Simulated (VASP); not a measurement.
Input of a VASP 6.6.1 run:

Contents of INCAR:

```
SYSTEM = GaS
PREC = Accurate
ENCUT = 600
EDIFF = 1E-6
ISMEAR = 0
SIGMA = 0.03
LREAL = .False.
LASPH = .True.
NELM = 80
ALGO = Normal
ISIF = 3
LWAVE = .False.
LCHARG = .False.
GGA = PE
IVDW = 12
IBRION = 2
NSW = 90
EDIFFG = -0.01
KPAR = 2
```

The input KPOINTS:

```
Automatic mesh
0
Gamma
  9 9 2
  0 0 0
```

POSCAR

```
GaS
1.0
    3.5850000000      0.0000000000      0.0000000000
   -1.7925000000      3.1047010726      0.0000000000
    0.0000000000      0.0000000000     15.5000000000
Ga S
4 4
Direct
    0.3333333333      0.6666666667      0.1700000000
    0.6666666667      0.3333333333      0.6700000000
    0.3333333333      0.6666666667      0.3300000000
    0.6666666667      0.3333333333      0.8300000000
    0.3333333333      0.6666666667      0.6000000000
    0.6666666667      0.3333333333      0.1000000000
    0.3333333333      0.6666666667      0.9000000000
    0.6666666667      0.3333333333      0.4000000000
```

Potentials or basis: VASP PAW PBE potentials, release 64 (Ga_d, S).

The run is started by

```sh
$ cat potpaw_PBE.64/Ga_d/POTCAR potpaw_PBE.64/S/POTCAR > POTCAR
$ mpirun -np 2 vasp_std > vasp.out
```

Problem. Predict the dispersion energy per atom.

Solution. -0.274 eV.

Problem. Estimate the relaxed volume.

Solution. 21.49 Å³/atom.

Problem. Estimate the band gap on the k mesh.

Solution. 1.57 eV, indirect (least direct gap 1.67 eV).

The path:
| step | energy change (eV) | largest force (eV/Å) | pressure (GPa) | volume (Å³) |
| --- | --- | --- | --- | --- |
| 1 | 0.0000 | 0.2532 | -0.06 | 172.52 |
| 2 | -0.0065 | 0.0831 | -0.22 | 172.32 |
| 3 | -0.0071 | 0.0319 | -0.19 | 172.36 |
| 4 | -0.0074 | 0.0061 | 0.07 | 171.74 |
| 5 | -0.0074 | 0.0074 | 0.01 | 171.96 |

Caveat: an odd mesh through Γ misses points on the zone boundary, where band edges often lie.
